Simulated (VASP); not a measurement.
# Hf (Fm-3m) in VASP: notebook

Runs on Hf. Level: r2SCAN. Tasks: single point.

Program: VASP 6.6.1. These are calculated values, not measurements. Logs are shortened: lines on timing, memory, paths and dates and some standing lists are left out, and cuts for length are marked.

## Step 1: The structure

The structure is cubic, space group Fm-3m (No. 225). The conventional cell has a = 4.478 Å, b = 4.478 Å, c = 4.478 Å, α = 90.00°, β = 90.00°, γ = 90.00°. Around Hf (site symmetry m-3m) lie 12 Hf at 3.17 Å.

The cell was built by a generator and needn't be a form met in nature.

## Step 2: Single point, r2SCAN

POSCAR reads:

```
Hf
1.0
   -1.5831112738      1.5831112738      2.2386838329
    1.5831112738     -1.5831112738      2.2386838329
    1.5831112738      1.5831112738     -2.2386838329
Hf
1
Direct
    0.0000000000      0.0000000000      0.0000000000
```

INCAR.step1 reads:

```
SYSTEM = Hf
PREC     = Accurate       ! precision mode
ENCUT    = 520            ! plane-wave cutoff, eV
ISMEAR   = 0              ! smearing method
SIGMA    = 0.1            ! smearing width, eV
LREAL    = .FALSE.        ! projectors in reciprocal space
LASPH    = .TRUE.         ! aspherical terms in the spheres
NELM     = 80             ! most SCF steps
NBANDS   = 11             ! bands
GGA      = PE             ! functional
ALGO     = Normal         ! electronic algorithm
EDIFF    = 1E-4           ! SCF threshold, eV
LWAVE    = .TRUE.         ! write WAVECAR
LCHARG   = .FALSE.        ! write CHGCAR
```

INCAR.step2 reads:

```
SYSTEM = Hf
PREC     = Accurate       ! precision mode
ENCUT    = 520            ! plane-wave cutoff, eV
EDIFF    = 1E-7           ! SCF threshold, eV
ISMEAR   = 0              ! smearing method
SIGMA    = 0.1            ! smearing width, eV
LREAL    = .FALSE.        ! projectors in reciprocal space
LASPH    = .TRUE.         ! aspherical terms in the spheres
NELM     = 80             ! most SCF steps
ALGO     = Normal         ! electronic algorithm
ISIF     = 2              ! what is computed and relaxed
LWAVE    = .FALSE.        ! write WAVECAR
LCHARG   = .FALSE.        ! write CHGCAR
METAGGA  = R2SCAN         ! meta-GGA
LMIXTAU  = .TRUE.       
NBANDS   = 11             ! bands
ISTART   = 1
```

KPOINTS reads:

```
regular mesh
0
G
  24 24 24
  0 0 0
```

Potentials or basis: VASP PAW PBE potentials, release 64 (Hf_pv).

Run with:

```bash
$ cat potpaw_PBE.64/Hf_pv/POTCAR > POTCAR
$ cp INCAR.step1 INCAR
$ mpirun -np 1 vasp_std > vasp.out
$ cp INCAR.step2 INCAR
$ mpirun -np 1 vasp_std > vasp.out
```

OUTCAR:

```text
SYSTEM = Hf
   PREC = Accurate
   ENCUT = 520
   EDIFF = 1E-7
   ISMEAR = 0
   LREAL = .FALSE.
   LASPH = .TRUE.
   NELM = 80
   ISIF = 2
   METAGGA = R2SCAN
   ISTART = 1

 ion  position               nearest neighbor table
   1  0.000  0.000  0.000-

  LATTYP: Found a body centered tetragonal cell.
 ALAT       =     3.1662225476
 C/A-ratio  =     1.4141039041

  Lattice vectors:

 A1 = (  -1.5831112738,   1.5831112738,   2.2386838329)
 A2 = (   1.5831112738,  -1.5831112738,   2.2386838329)
 A3 = (   1.5831112738,   1.5831112738,  -2.2386838329)

Analysis of symmetry for initial positions (statically):
=====================================================================
 Subroutine PRICEL returns:
 Original cell was already a primitive cell.

 Routine SETGRP: Setting up the symmetry group for a
 body centered tetragonal supercell.

 Subroutine GETGRP returns: Found 16 space group operations
 (whereof 16 operations were pure point group operations)
 out of a pool of 16 trial point group operations.

The static configuration has the point symmetry D_4h.

Analysis of symmetry for dynamics (positions and initial velocities):
=====================================================================
 Subroutine PRICEL returns:
 Original cell was already a primitive cell.

 Routine SETGRP: Setting up the symmetry group for a
 body centered tetragonal supercell.

 Subroutine GETGRP returns: Found 16 space group operations
 (whereof 16 operations were pure point group operations)
 out of a pool of 16 trial point group operations.

The dynamic configuration has the point symmetry D_4h.

 Subroutine INISYM returns: Found 16 space group operations
 (whereof 16 operations are pure point group operations),
 and found     1 'primitive' translations

----------------------------------------------------------------------------------------

                                     Primitive cell

  volume of cell :      22.4427

  direct lattice vectors                    reciprocal lattice vectors
    -1.583111274  1.583111274  2.238683833     0.000000000  0.315833769  0.223345518
     1.583111274 -1.583111274  2.238683833     0.315833769  0.000000000  0.223345518
     1.583111274  1.583111274 -2.238683833     0.315833769  0.315833769  0.000000000

  length of vectors
     3.166099795  3.166099795  3.166099795     0.386825787  0.386825787  0.446656399

  position of ions in fractional coordinates (direct lattice)
     0.000000000  0.000000000  0.000000000

  ion indices of the primitive-cell ions
   primitive index   ion index
                 1           1

----------------------------------------------------------------------------------------

 KPOINTS: regular mesh

Automatic generation of k-mesh.
 Grid dimensions read from file:
 generate k-points for:   24   24   24

 Generating k-lattice:

  Cartesian coordinates                     Fractional coordinates (reciprocal lattice)
     0.000000000  0.013159740  0.009306063     0.041666667 -0.000000000  0.000000000
     0.013159740  0.000000000  0.009306063    -0.000000000  0.041666667  0.000000000
     0.013159740  0.013159740  0.000000000     0.000000000  0.000000000  0.041666667

  Length of vectors
     0.016117741  0.016117741  0.018610683

  Shift w.r.t. Gamma in fractional coordinates (k-lattice)
     0.000000000  0.000000000  0.000000000

 Subroutine IBZKPT returns following result:
 ===========================================

 Found   1063 irreducible k-points:

 Following reciprocal coordinates:
            Coordinates               Weight
  0.000000  0.000000  0.000000      1.000000
  0.041667  0.000000 -0.000000      8.000000
  0.083333  0.000000 -0.000000      8.000000
  0.125000  0.000000 -0.000000      8.000000
  0.166667  0.000000 -0.000000      8.000000
  0.208333  0.000000 -0.000000      8.000000
[... 16 lines left out ...]
  0.416667  0.041667 -0.000000     16.000000
  0.458333  0.041667 -0.000000     16.000000
 [... further k-points ...]
   k-points           NKPTS =   1063   k-points in BZ     NKDIM =   1063   number of bands    NBANDS=     11
   number of dos      NEDOS =    301   number of ions     NIONS =      1
   total plane-waves  NPLWV =  13824
   dimension x,y,z NGX =    24 NGY =   24 NGZ =   24
   dimension x,y,z NGXF=    48 NGYF=   48 NGZF=   48
   ions per type =               1
   NGX,Y,Z   is equivalent  to a cutoff of  12.60, 12.60, 12.60 a.u.
   NGXF,Y,Z  is equivalent  to a cutoff of  25.20, 25.20, 25.20 a.u.
 SYSTEM =  Hf
   PREC   = accura    normal or accurate (medium, high low for compatibility)
   ISTART =      1    job   : 0-new  1-cont  2-samecut
   ICHARG =      0    charge: 1-file 2-atom 10-const
   ISPIN  =      1    spin polarized calculation?
   LNONCOLLINEAR =      F non collinear calculations
   LSORBIT =      F    spin-orbit coupling
   LASPH  =      T    aspherical Exc in radial PAW
   ENCUT  =  520.0 eV  38.22 Ry    6.18 a.u.   5.89  5.89  5.89*2*pi/ulx,y,z
   NELM   =     80;   NELMIN=  2; NELMDL=  0     # of ELM steps
   EDIFF  = 0.1E-06   stopping-criterion for ELM
   LREAL  =      F    real-space projection
   EDIFFG = 0.1E-05   stopping-criterion for IOM
   NSW    =      0    number of steps for IOM
   IBRION =     -1    ionic relax: 0-MD 1-quasi-New 2-CG
   NFREE  =      0    steps in history (QN), initial steepest desc. (CG)
   ISIF   =      2    stress and relaxation
   ISYM   =      2    0-nonsym 1-usesym 2-fastsym
   POTIM  = 0.5000    time-step for ionic-motion
   TEBEG  =    0.0;   TEEND  =   0.0 temperature during run
   PSTRESS=    0.0 pullay stress
   NELECT =      10.0000    total number of electrons
   NUPDOWN=      -1.0000    fix difference up-down
   EMIN   =  10.00;   EMAX   =-10.00  energy-range for DOS
   EFERMI =   0.00;   METHOD = LEGACY
   ISMEAR =     0;   SIGMA  =   0.10  broadening in eV -4-tet -1-fermi 0-gaus
   EFERMI_NEDOS =   21; number of points for ismear=-14 and -15
   IALGO  =     38    algorithm
   IMIX   =      4    mixing-type and parameters
     AMIX     =   0.40;   BMIX     =  1.00
     AMIX_MAG =   1.60;   BMIX_MAG =  1.00
  volume/ion in A,a.u.               =      22.44       151.45
  Fermi-wavevector in a.u.,A,eV,Ry     =   1.250402  2.362917 21.272775  1.563505
  Thomas-Fermi vector in A             =   2.384398
   LORBIT       =      0    0 simple, 1 ext, 2 COOP (PROOUT), +10 PAW based schemes
   METAGGA = R2SCAN    functional components
   LHFCALC =     F    Hartree Fock is set to
   AEXX    =    0.0000 exact exchange contribution
   IVDW    =     0    specifies the selected vdW correction
   LEPSILON=     F    determine dielectric tensor
   LRPA    =     F    only Hartree local field effects (RPA)
 non-spin polarized calculation
 Gauss-broadening in eV      SIGMA  =   0.10
  energy-cutoff  :      520.00
  volume of cell :       22.44
 maximum number of plane-waves:       620
   NGX = 11   NGY = 11   NGZ = 11

 number of electron       9.9999999 magnetization

 Free energy of the ion-electron system (eV)
  ---------------------------------------------------
  ext. energy  EPLUGINS =         0.00000000
  ---------------------------------------------------
  free energy    TOTEN  =       -45.06884409 eV

  energy without entropy =      -45.06205996  energy(sigma->0) =      -45.06545203

 E-fermi :   4.5861     XC(G=0): -12.1566

 val. band max:        4.5853486121   @ k =  -0.2917   0.0417   0.0000
 cond. band min:       4.5880009785   @ k =  -0.4167   0.5000   0.1667
 fundamental gap:      0.0026523664
 Fermi energy:         4.5860614204

 k-point     1 :       0.0000    0.0000    0.0000
  band No.  band energies     occupation
      1     -26.5447      2.00000
      2     -26.5447      2.00000
      3     -26.5447      2.00000
      4      -2.9589      2.00000
      5       6.1863      0.00000
      6       6.1863      0.00000
      7       6.1872      0.00000
      8       9.1694      0.00000
      9       9.1707      0.00000
     10      16.4148      0.00000
     11      16.5593      0.00000

 k-point     2 :       0.0417    0.0000   -0.0000
  band No.  band energies     occupation
      1     -26.5598      2.00000
      2     -26.5466      2.00000
      3     -26.5466      2.00000
      4      -2.8958      2.00000
      5       6.1159      0.00000
      6       6.2171      0.00000
      7       6.2177      0.00000
      8       9.1336      0.00000
      9       9.1349      0.00000
     10      16.5592      0.00000
     11      16.5618      0.00000

 k-point     3 :       0.0833    0.0000   -0.0000
  band No.  band energies     occupation
      1     -26.6040      2.00000
      2     -26.5521      2.00000
      3     -26.5521      2.00000
      4      -2.7092      2.00000
      5       5.9199      0.00000
      6       6.3034      0.00000
      7       6.3040      0.00000
      8       9.0400      0.00000
      9       9.0412      0.00000
     10      16.5593      0.00000
     11      16.9753      0.00000

 k-point     4 :       0.1250    0.0000   -0.0000
  band No.  band energies     occupation
      1     -26.6736      2.00000
      2     -26.5609      2.00000
      3     -26.5609      2.00000
      4      -2.4078      2.00000
      5       5.6388      0.00000
      6       6.4245      0.00000
      7       6.4251      0.00000
      8       8.9283      0.00000
      9       8.9294      0.00000
     10      16.5592      0.00000
     11      17.5457      0.00000
[... 239 lines left out ...]
 k-point    22 :       0.3750    0.0417   -0.0000
  band No.  band energies     occupation
      1     -27.2808      2.00000
      2     -26.6575      2.00000
      3     -26.6375      2.00000
      4       0.5629      2.00000
      5       4.5768      1.10398
      6       6.0888      0.00000
      7       6.1938      0.00000
      8      10.2870      0.00000
      9      10.8587      0.00000
     10      15.0346      0.00000
     11      16.5592      0.00000

 k-point    23 :       0.4167    0.0417   -0.0000
  band No.  band energies     occupation
      1     -27.3352      2.00000
      2     -26.6632      2.00000
      3     -26.6473      2.00000
      4       0.7882      2.00000
      5       4.7255      0.04859
      6       6.0014      0.00000
      7       6.0993      0.00000
      8      10.7537      0.00000
      9      11.1848      0.00000
     10      14.7247      0.00000
     11      16.5572      0.00000

 k-point    24 :       0.4583    0.0417   -0.0000
  band No.  band energies     occupation
      1     -27.3656      2.00000
      2     -26.6651      2.00000
      3     -26.6540      2.00000
      4       0.8991      2.00000
      5       4.8443      0.00026
      6       5.9572      0.00000
      7       6.0495      0.00000
      8      11.0985      0.00000
      9      11.3322      0.00000
     10      14.5244      0.00000
     11      16.2741      0.00000

 [... further k-points ...]
[... 5 lines left out ...]
  --------------------------------------------------------------------------------------
  -------------------------------------------------------------------------------------
  Total       -0.0715328     -0.0715328     -0.0709393      0.0000000     -0.0000000      0.0000000
  in kB       -5.1066949     -5.1066949     -5.0643288      0.0000000     -0.0000000      0.0000000
  external PRESSURE =      -5.0925728 kB  Pullay stress =       0.0000000 kB

 VOLUME and BASIS-vectors are now :
 -----------------------------------------------------------------------------
  energy-cutoff  :      520.00
  volume of cell :       22.44
      direct lattice vectors                 reciprocal lattice vectors
    -1.583111274  1.583111274  2.238683833     0.000000000  0.315833769  0.223345518
     1.583111274 -1.583111274  2.238683833     0.315833769  0.000000000  0.223345518
     1.583111274  1.583111274 -2.238683833     0.315833769  0.315833769  0.000000000

 POSITION                                       TOTAL-FORCE (eV/Angst)
 -----------------------------------------------------------------------------------
      0.00000      0.00000      0.00000         0.000000      0.000000     -0.000000
 -----------------------------------------------------------------------------------
    total drift:                               -0.000000      0.000000      0.000000

  FREE ENERGIE OF THE ION-ELECTRON SYSTEM (eV)
  ---------------------------------------------------
  free  energy   TOTEN  =       -45.0688440948 eV

  energy  without entropy=      -45.0620599612  energy(sigma->0) =      -45.06545203
```

It took 6.7 min on 1 thread of Intel Xeon Platinum 8488C (Sapphire Rapids), shared host; peak memory 0.37 GiB.

Results:

| Item | Value |
| --- | --- |
| Free energy | -45.0688 eV |
| Pressure | -0.5 GPa |
| Band gap on the k mesh | none (metal or under the smearing width) |

Caveat: the PAW data sets were made with another functional, which shifts forces and pressure a little. The run has no spin-orbit coupling, so splittings on Hf are missing.

## Step 3: Single point, r2SCAN

This run uses another cell than the first one: it holds 4 atoms, not 1.

POSCAR reads:

```
Hf
1.0
    2.9706829920     -1.9633942036      0.0000000000
    2.9706829920      1.9633942036      0.0000000000
    0.0000000000      0.0000000000      8.0091742694
Hf
4
Direct
    0.8500000000      0.1500000000      0.1170000000
    0.6500000000      0.3500000000      0.6170000000
    0.1500000000      0.8500000000      0.8830000000
    0.3500000000      0.6500000000      0.3830000000
```

INCAR.step1 reads:

```
  PREC = Accurate
  ENCUT = 520
  ISMEAR = 0
  SIGMA = 0.1
  LREAL = F
  LASPH = T
  NELM = 80
  NBANDS = 28
  GGA = PE
  ALGO = Normal
  EDIFF = 1E-4
  LWAVE = T
  LCHARG = F
```

INCAR.step2 reads:

```
  PREC = Accurate
  ENCUT = 520
  EDIFF = 1E-7
  ISMEAR = 0
  SIGMA = 0.1
  LREAL = F
  LASPH = T
  NELM = 80
  ALGO = Normal
  ISIF = 2
  LWAVE = F
  LCHARG = F
  METAGGA = R2SCAN
  LMIXTAU = T
  NBANDS = 28
  ISTART = 1
```

KPOINTS reads:

```
Automatic mesh
0
Gamma
  6 6 2
```

Potentials or basis: VASP PAW PBE potentials, release 64 (Hf_pv).

Run with:

```bash
$ cat potpaw_PBE.64/Hf_pv/POTCAR > POTCAR
$ cp INCAR.step1 INCAR
$ mpirun -np 1 vasp_std > vasp.out
$ cp INCAR.step2 INCAR
$ mpirun -np 1 vasp_std > vasp.out
```

Run time: 2.6 min. Hardware: 1 thread of Intel Xeon Platinum 8488C (Sapphire Rapids), shared host; peak memory 0.23 GiB.

It converged, with:

| Property | Result |
| --- | --- |
| Free energy | -175.1180 eV |
| Pressure | 3.8 GPa |
| Largest force | 6.316 eV/Å |
| Band gap on the k mesh | none (metal or under the smearing width) |

Forces in eV/Å, atoms in the order of the input:
```
Hf   0.000  3.997  4.890
Hf   0.000 -3.997  4.890
Hf   0.000 -3.997 -4.890
Hf   0.000  3.997 -4.890
```

Stress tensor (GPa, compression positive):
```
-21.79   0.00   0.00
  0.00   3.72   0.00
  0.00   0.00  29.49
```

Levels at points of the mesh, in eV from the Fermi level:
```tsv
k point	band 16	band 17	band 18	band 19	band 20	band 21	band 22	band 23	band 24	band 25
(0.00, 0.00, 0.00)	-2.96	-0.81	-0.29	0.17	0.19	0.45	1.49	1.82	2.38	2.65
(0.50, 0.00, 0.00)	-2.39	-0.78	-0.78	-0.08	-0.08	0.51	0.51	1.92	1.92	2.59
(0.50, 0.50, 0.00)	-1.69	-1.46	-1.08	-0.84	-0.46	0.10	1.68	1.96	2.33	3.81
(0.00, 0.00, 0.50)	-2.72	-0.57	-0.57	-0.15	-0.15	1.29	1.29	1.51	1.51	2.49
(0.50, 0.00, 0.50)	-2.36	-0.85	-0.85	-0.50	-0.50	0.99	0.99	2.53	2.53	2.69
(0.50, 0.50, 0.50)	-2.21	-1.62	-1.62	-0.73	-0.73	-0.57	-0.57	4.38	4.38	4.52
```

Caveat: the k mesh is coarse (spacing up to 0.39 Å⁻¹), so the values aren't converged; the PAW data sets were made with another functional, which shifts forces and pressure a little. Spin-orbit coupling is left out, which matters for the levels of Hf.

(Part 1 of 2 ends here.)
